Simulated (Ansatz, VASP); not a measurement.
# One calculation of Br, two programs

INCAR

```
  PREC = Accurate
  ENCUT = 520
  EDIFF = 1E-6
  ISMEAR = -1
  SIGMA = 0.05
  LREAL = F
  LASPH = T
  NELM = 80
  ALGO = Normal
  ISIF = 2
  LWAVE = F
  LCHARG = F
  GGA = PS
  NBANDS = 10
```

Contents of KPOINTS:

```
regular mesh
0
Gamma
  16 16 16
```

Contents of POSCAR:

```
Br
1.0
   -1.3746662885      1.3746662885      1.3746662885
    1.3746662885     -1.3746662885      1.3746662885
    1.3746662885      1.3746662885     -1.3746662885
Br
1
Direct
    0.0000000000      0.0000000000      0.0000000000
```

Input for Ansatz:

```yaml
crystal:
  lattice:
    - [-1.3746662885, 1.3746662885, 1.3746662885]
    - [1.3746662885, -1.3746662885, 1.3746662885]
    - [1.3746662885, 1.3746662885, -1.3746662885]
  atoms:
    - { symbol: Br, position: [0.0, 0.0, 0.0] }
kpoints:
  mp_grid: { grid: [16, 16, 16] }
  band_path:
    path:
      - [0.0, 0.0, 0.0]
      - [0.5, -0.5, 0.5]
      - [0.0, 0.0, 0.5]
      - [0.0, 0.0, 0.0]
      - [0.25, 0.25, 0.25]
      - [0.5, -0.5, 0.5]
      - [0.25, 0.25, 0.25]
      - [0.0, 0.0, 0.5]
    npoints: 8
scf:
  occupations: { method: fermi_dirac, width: 0.05 }
hamiltonian:
  xc: pbesol
  pseudopotentials: { kind: all_electron, lapw: { basis_error: 0.001 } }
output:
  forces: true
  stress: true
  eigenvalues: true
  populations: true
  dos: { projected: true, de: 0.2, e_range: [-14, 8] }
```

Change from the starting cell: volume scaled by 0.43, LAPW.

Alike in both runs: task single point; functional PBEsol; k mesh 16 × 16 × 16; occupations fermi-dirac, width 0.05 eV; no spin polarisation.

|  | VASP | Ansatz |
| --- | --- | --- |
| version | VASP 6.6.1 | Ansatz 0.2.0 |
| potentials or method | VASP PAW PBE potentials, release 64 (Br) | all-electron LAPW, scalar-relativistic |
| plane-wave cutoff (eV) | 520 | see its input |

Ansatz gave:

| Item | Value |
| --- | --- |
| pressure (GPa) | 253.2 |

Problem. Which values does VASP return?

Solution. Pressure (GPa): 254.9.

Ansatz ran all-electron here, so the differences hold the error of VASP's frozen core and of both bases.

Caveats: the cell as given lies far from equilibrium; so large a pressure means that the cell lies far from this level's equilibrium, or that cutoff or potentials fall short (VASP); the potentials were made for another functional, which shifts forces and pressure (VASP); an odd number of electrons without spin polarisation forces a metal; a magnetic or distorted state may lie lower.
